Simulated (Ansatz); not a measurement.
Take BaSnO3 in the cubic perovskite structure (space group Pm-3m, No. 221; a = 4.131 Å) as the base.

Now apply this change: cell and atoms relaxed at a pressure of 30 GPa.

Levels (all Ansatz, an electronic-structure program, PAW): r2SCAN (500 eV, scalar-relativistic without spin-orbit coupling); HSE06 (420 eV, scalar-relativistic without spin-orbit coupling).

The geometry is relaxed with r2SCAN.

r2SCAN band gap: 3.52 eV

Q: How does going to HSE06 change the band gap?

A: The band gap increases by 1.03 eV (3.52 eV → 4.55 eV).

Single points use the geometry relaxed with r2SCAN. Their cutoffs differ, which shifts pressures a little. HSE06 gaps are upper bounds (no full band path). Load acts through the strain it causes; cell and atoms are relaxed under it. No phonon test of stability was made. Competing high-pressure phases were not computed.
